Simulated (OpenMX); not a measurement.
Crystal: Br.

```
Br
1.0
     3.36325   -2.32255    0.00000
     3.36325    2.32255    0.00000
     0.00000    0.00000    8.70230
Br
4
Cartesian
  3.3632 0.6266 3.3948
  3.3632 1.6959 7.7459
  3.3632 -0.6266 5.3075
  3.3632 -1.6959 0.9564
```

Base run:

```yaml
Program: OpenMX 3.8.5
Functional: PBE
Potentials_or_basis: OpenMX 2013 PBE set, Br7.0-s3p2d2, grid cutoff 300 Ry
k_mesh: 7 × 7 × 3
Occupations: fermi-dirac, width 0.05 eV
Spin: no spin polarisation
```

Its results: band gap on the k mesh 1.82 eV, indirect (least direct gap 1.84 eV); pressure 2.1 GPa; largest force 1.534 eV/Å.

Question: The run is repeated on the same cell with these changes: potentials or basis from OpenMX 2013 PBE set, Br7.0-s3p2d2, grid cutoff 300 Ry to OpenMX 2013 PBE set, Br7.0-s3p2d2f1, grid cutoff 300 Ry. What comes out?

Answer: Band gap on the k mesh 1.90 eV, indirect (least direct gap 1.92 eV); pressure 1.8 GPa; largest force 1.141 eV/Å.

Caveats: the basis of atomic orbitals isn't converged, which shifts pressures, moduli and gaps; forces of over 1 eV/Å show positions far from the minimum, so gaps and moduli don't describe the material at rest.
